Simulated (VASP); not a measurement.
# AgCl: molecular dynamics with a monitored distance, by stops when the distance exceeds

AgCl, Fm-3m (no. 225), 8 atoms in the cell. PBE, molecular dynamics; PAW potentials Ag, Cl (PBE set).

| Stops when the distance exceeds (Å) | Largest distance met (Å) | Steps run | Mean temperature (K) | Time (s) |
|---|---|---|---|---|
| 2.899 | 2.761 | 80 | 711 | 112 |
| 4.376 | 2.761 | 80 | 711 | 109 |

Limits: 160 fs of 8 atoms are too short for converged averages; the distance is that to the nearest periodic copy, which so small a cell caps; the cell is only 5.5 Å across, so each atom moves in step with near copies of itself.

## Input of the first row

INCAR:
```
SYSTEM = AgCl
GGA = PE
PREC = Normal
ENCUT = 260
EDIFF = 1E-5
NELMIN = 4
NELM = 60
ALGO = Normal
LREAL = Auto
LASPH = .TRUE.
ISMEAR = 0
SIGMA = 0.05
ISYM = 0
LWAVE = .FALSE.
LCHARG = .FALSE.
IBRION = 0
NSW = 80
POTIM = 2.0
TEBEG = 1000
TEEND = 1000
ISIF = 2
MDALGO = 1
ANDERSEN_PROB = 0.05
RANDOM_SEED = 829477 0 0
VALUE_MAX = 2.899
VALUE_MIN = 1.367
KPAR = 2
```

KPOINTS:
```
k-points
0
Monkhorst-Pack
  2 2 2
```

ICONST:
```
R 1 8 7
```

POSCAR:
```
AgCl
1.0
    5.4700000000      0.0000000000      0.0000000000
    0.0000000000      5.4700000000      0.0000000000
    0.0000000000      0.0000000000      5.4700000000
Ag Cl
4 4
Direct
    0.0000000000      0.0000000000      0.0000000000
    0.0000000000      0.5000000000      0.5000000000
    0.5000000000      0.0000000000      0.5000000000
    0.5000000000      0.5000000000      0.0000000000
    0.5000000000      0.0000000000      0.0000000000
    0.5000000000      0.5000000000      0.5000000000
    0.0000000000      0.0000000000      0.5000000000
    0.0000000000      0.5000000000      0.0000000000
```

Commands:
```
cat potpaw_PBE.64/Ag/POTCAR potpaw_PBE.64/Cl/POTCAR > POTCAR
mpirun -np 2 vasp_std > vasp.out
```

Changes of the last row against the first:
```
- VALUE_MAX = 2.899
+ VALUE_MAX = 4.376
```

VASP 6.6.1 took 112 s on 2 cores (Intel Xeon 6975P-C (Granite Rapids)), a shared host.
